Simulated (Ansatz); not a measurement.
**Pressure against volume in P**

The cell was found from a structure generator's guess, not taken from experiment.

All numbers below come from DFT PBE, scalar-relativistic, plane waves, PAW in Ansatz. Cutoff 420 eV, Γ-centred 22×22×24 mesh (1-atom cell), Gaussian smearing of 0.10 eV, no spin polarisation.

```cif
data_structure
_symmetry_space_group_name_H-M 'P 1'
_symmetry_Int_Tables_number 1
_cell_length_a 2.4447
_cell_length_b 2.4447
_cell_length_c 2.4447
_cell_angle_alpha 90.000
_cell_angle_beta 90.000
_cell_angle_gamma 90.000
_cell_volume 14.61
loop_
_atom_site_label
_atom_site_type_symbol
_atom_site_fract_x
_atom_site_fract_y
_atom_site_fract_z
_atom_site_occupancy
P1 P 0.00000 0.00000 0.00000 1
```

The cell was set to several volumes, with shape and atoms relaxed at each where symmetry leaves them free. Pressure is positive in compression, and energies count from the lowest row. No row has a gap on its mesh.

```csv
row,V (Å³/atom),P (GPa),ΔE (meV/atom)
1,12.858,19.52,94.7
2,13.297,13.27,50.2
3,13.735,?,?
4,14.173,3.78,4.9
5,14.612,0.01,0.0
6,15.050,-2.87,4.2
7,15.488,-5.21,15.2
8,16.073,-8.18,39.6
```

Task: Find B = −V·ΔP/ΔV from rows 4 and 6 and from rows 1 and 2, and from the two its slope B′ and its value B0 at zero pressure.

Result: Rows 4 and 6 give −(14.173 + 15.050)/2 × (-2.87 − (3.78))/(15.050 − 14.173) = 110.8 GPa at a mean pressure of 0.45 GPa. Rows 1 and 2 give −(12.858 + 13.297)/2 × (13.27 − (19.52))/(13.297 − 12.858) = 186.2 GPa at a mean pressure of 16.39 GPa. So B′ = (186.2 − 110.8)/(16.39 − (0.45)) = 4.73 and B0 = 110.8 − 4.73 × (0.45) = 108.7 GPa. A third-order Birch–Murnaghan fit to all the energies gives B0 = 108.2 GPa and B′ = 5.3.

Task: Estimate the pressure and energy of row 3.

Result: From row 5, V0 = 14.612 × (1 + (0.01)/108.7) = 14.613 Å³/atom. Murnaghan's form P = (B0/B′)·[(V0/V)^B′ − 1] gives (108.7/4.73) × [(14.613/13.735)^4.73 − 1] = 7.83 GPa; the computed pressure is 8.19 GPa, so the estimate is off by -0.36 GPa. The work of compression from row 4, with the mean of the two pressures, gives ΔE = 4.9 + (7.83 + 3.78)/2 × (14.173 − 13.735)/160.2 × 1000 = 20.8 meV/atom (1 eV/Å³ = 160.2 GPa); the computed value is 21.2 meV/atom.

All volumes keep the k mesh of the relaxed cell. A structure relaxed within its symmetry needn't be a true minimum. Another cell of P relaxed alike, in R-3m, lies 48 meV/atom lower, so this cell isn't the stable form at this level.
